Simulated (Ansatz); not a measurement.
# Ir: straining the crystal, equal strain of all cell vectors

A series on Ir: equal strain of all cell vectors, -3 to +3 %; the shape is held and the atoms relax. Wanted: energy, stress and any gap along the series.

Computed with Ansatz 0.2.0 (DFT r2SCAN, scalar-relativistic, plane waves, PAW, unless a step's input says otherwise).

2 further runs of the same task are left out: 2 set aside as unsound or not needed.

### 1 Starting point

The structure is cubic, space group Fm-3m (No. 225). The conventional cell has a = 3.844 Å, b = 3.844 Å, c = 3.844 Å, α = 90.00°, β = 90.00°, γ = 90.00°. Ir (site symmetry m-3m) has 12 Ir at 2.72 Å as nearest neighbours.

Structure file:

```cif
data_structure
_symmetry_space_group_name_H-M 'Fm-3m'
_symmetry_Int_Tables_number 225
_cell_length_a 3.8442
_cell_length_b 3.8442
_cell_length_c 3.8442
_cell_angle_alpha 90.000
_cell_angle_beta 90.000
_cell_angle_gamma 90.000
_cell_volume 56.81
loop_
_atom_site_label
_atom_site_type_symbol
_atom_site_symmetry_multiplicity
_atom_site_Wyckoff_symbol
_atom_site_fract_x
_atom_site_fract_y
_atom_site_fract_z
_atom_site_occupancy
Ir1 Ir 4 a 0.00000 0.00000 0.00000 1
```

It goes back to an entry of the Materials Project.

### 2 Zero strain

Contents of input.yaml:

```yaml
crystal:
  lattice:
    - [1.9220887788, 1.9220887788, 0.0]
    - [-1.9220887788, 1.9220887788, 0.0]
    - [0.0, 0.0, 3.8441775576]
  atoms:
    - { symbol: Ir, position: [0.0, 0.0, 0.0] }
    - { symbol: Ir, position: [0.5, 0.5, 0.5] }
basis:
  ecutwfc: 500
kpoints:
  mp_grid: { grid: [20, 20, 14] }
hamiltonian:
  xc: r2scan
scf:
  occupations: { method: gaussian, width: 0.1 }
output:
  forces: true
  stress: true
  eigenvalues: true
```

On the command line:

```
$ ansatz run input.yaml --threads 1 --pin off --max-ram 2560MiB --backend cpu --events-out ev --progress --plain --runs-dir out
```

The session goes on with these runs: At -1.0 %; strain +1.0 %; strain -2.0 %; At +2.0 %; strain -3.0 %; At +3.0 %.

What does the calculation give? Wanted: (1/V) d²E/dε² at zero strain, cubic fit.

As calculated:

```
                               quantity                     value
                    largest energy cost  153.1 meV/atom at -3.0 %
(1/V) d²E/dε² at zero strain, cubic fit                  3432 GPa
```

What this shows: From the curvature follows nine times the bulk modulus at fixed shape: 3432 GPa. Compression by 3 % costs 153.1 meV/atom and stretching 120.6. Spin-orbit coupling is left out for Ir.
